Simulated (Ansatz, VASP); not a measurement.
# One calculation of PtSe2 (Sudovikovite), two programs

```
CELL_PARAMETERS angstrom
3.67367 0.00000 0.00000
-1.83683 3.18149 0.00000
0.00000 0.00000 4.99359
ATOMIC_POSITIONS crystal
Pt 0.00000 0.00000 0.00000
Se 0.66667 0.33333 0.75000
Se 0.33333 0.66667 0.25000
```

Change from the starting cell: volume scaled by 0.96.

Alike in both runs: task single point; functional LDA; k mesh 8 × 8 × 5; occupations fermi-dirac, width 0.05 eV; no spin polarisation.

|  | VASP | Ansatz |
| --- | --- | --- |
| version | VASP 6.6.1 | Ansatz 0.2.0 |
| potentials or method | VASP PAW LDA potentials, release 64 (Pt, Se), cutoff 520 eV | all-electron LAPW, scalar-relativistic |

```tsv
	VASP	Ansatz	Ansatz less VASP
gap on the k mesh at the Fermi level (eV)	none	none	-
pressure (GPa)	6.0	5.5	-0.47
largest component of the traceless stress (GPa)	2.29	2.14	-0.144
rms of the force components (eV/Å)	0.376	0.348	-0.0281
```

Atom by atom the forces differ by 0.028 eV/Å (rms over components). A gap of «none» marks a metal or a gap that the smearing closes. Ansatz ran all-electron here, so the differences hold the error of VASP's frozen core and of both bases.

Spin-orbit coupling is left out, which matters for the levels of Pt.
